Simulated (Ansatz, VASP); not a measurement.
**CdF2: VASP beside Ansatz**

The input INCAR:

```
SYSTEM = CdF2
PREC     = Accurate       ! precision mode
ENCUT    = 520            ! plane-wave cutoff, eV
EDIFF    = 1E-7           ! SCF threshold, eV
ISMEAR   = 0              ! smearing method
SIGMA    = 0.01           ! smearing width, eV
LREAL    = .FALSE.        ! projectors in reciprocal space
LASPH    = .TRUE.         ! aspherical terms in the spheres
NELM     = 100            ! most SCF steps
ALGO     = Fast           ! electronic algorithm
ISIF     = 2              ! what is computed and relaxed
LWAVE    = .FALSE.        ! write WAVECAR
LCHARG   = .FALSE.        ! write CHGCAR
GGA      = PS             ! functional
NBANDS   = 20             ! bands
```

The input KPOINTS:

```
regular mesh
0
G
  6 6 6
  0 0 0
```

The input POSCAR:

```
CdF2
1.0
    0.0000000000      2.6825809990      2.6825809990
    2.6825809990      0.0000000000      2.6825809990
    2.6825809990      2.6825809990      0.0000000000
Cd F
1 2
Direct
    0.0000000000      0.0000000000      0.0000000000
    0.2500000000      0.2500000000      0.2500000000
    0.7500000000      0.7500000000      0.7500000000
```

Input for Ansatz:

```yaml
crystal:
  lattice:
    - [0.0, 2.682580999, 2.682580999]
    - [2.682580999, 0.0, 2.682580999]
    - [2.682580999, 2.682580999, 0.0]
  atoms:
    - { symbol: Cd, position: [0.0, 0.0, 0.0] }
    - { symbol: F, position: [0.25, 0.25, 0.25] }
    - { symbol: F, position: [0.75, 0.75, 0.75] }
kpoints:
  mp_grid: { grid: [6, 6, 6] }
hamiltonian:
  xc: pbesol
scf:
  occupations: { method: fixed }
  n_extra_bands: 4
output:
  forces: true
  stress: true
  eigenvalues: true
```

Alike in both runs: task single point; functional PBEsol; k mesh 6 × 6 × 6; no spin polarisation.

|  | VASP | Ansatz |
| --- | --- | --- |
| version | VASP 6.6.1 | Ansatz 0.2.0 |
| potentials or method | VASP PAW PBE potentials, release 64 (Cd, F) | plane waves, PAW |
| plane-wave cutoff (eV) | 520 | 420 |
| occupations | gaussian, width 0.01 eV | fixed |
| valence electrons in the cell | 26 | 34 |

|  | VASP | Ansatz | Ansatz less VASP |
| --- | --- | --- | --- |
| gap on the k mesh at the Fermi level (eV) | 2.97 | 3.00 | +0.033 |
| pressure (GPa) | 2.0 | 1.2 | -0.82 |

The two sets of potentials don't hold the same shells in valence.

Caveats: the PAW data sets were made with another functional, which shifts forces and pressure a little (VASP). A k mesh can miss the band edges.
